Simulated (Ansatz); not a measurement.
**What strain does to CaO (CsCl type)**

CaO in the CsCl structure, relaxed with r2SCAN in the PAW code Ansatz. The symmetry is Pm-3m (No. 221, cubic); conventional cell a = 2.903 Å, 12.24 Å³ an atom. Ca is surrounded by 8 O at 2.51 Å; O is surrounded by 8 Ca at 2.51 Å.

The axes x, y and z are those of this cell:
```
CELL_PARAMETERS angstrom
2.90321 0.00000 0.00000
0.00000 2.90321 0.00000
0.00000 0.00000 2.90321
ATOMIC_POSITIONS crystal
Ca 0.00000 0.00000 0.00000
O 0.50000 0.50000 0.50000
```

Unstrained: PBE gives an indirect gap of 2.773 eV, from M to Γ; the least direct gap is 3.076 eV at Γ. With r2SCAN the valence top lies at M and the conduction bottom at Γ, 3.276 eV higher; the smallest vertical gap, at Γ, is 3.582 eV. HSE06 gives an indirect gap of 4.478 eV, from M to Γ; the least direct gap is 4.824 eV at Γ. Meshes: PBE 8×8×8, r2SCAN 8×8×8, HSE06 6×6×6. Strains are changes of length per length, and xy shears are angles. After each strain the atoms were relaxed again with r2SCAN in this cell and within any symmetry left, so distortions that break it or need a larger cell weren't tested; points keep the names that they have in the unstrained zone. Simulation only: spin-unpolarised, and no claim that this is the phase found in nature.

Changes of the least gap in eV (an overlap counts as a negative gap):

| strain | volume change (%) | space group | PBE | r2SCAN | HSE06 | energy rise, r2SCAN (meV/atom) |
| --- | --- | --- | --- | --- | --- | --- |
| xy shear, engineering strain (angle) +0.3 % | 0.0 | Cmmm | 0.000 | 0.000 | 0.000 | 0.0 |
| uniaxial +0.93 % along x | +0.9 | P4/mmm | -0.024 | -0.026 | -0.028 | 1.3 |

Xy shear, engineering strain (angle) +0.3 %. HSE06: the gap goes from 4.478 to 4.478 eV (0.000 eV). Stress change with r2SCAN, compression positive: xx 0.00, yy 0.00, zz 0.00, xy +0.02 GPa.

Uniaxial +0.93 % along x, other directions held. HSE06: the gap goes from 4.478 to 4.451 eV (-0.028 eV). Stress change with r2SCAN, compression positive: xx -3.57, yy +0.13, zz +0.13 GPa.

The meshes of the hybrids are coarse, so their gaps aren't converged to the digits shown.
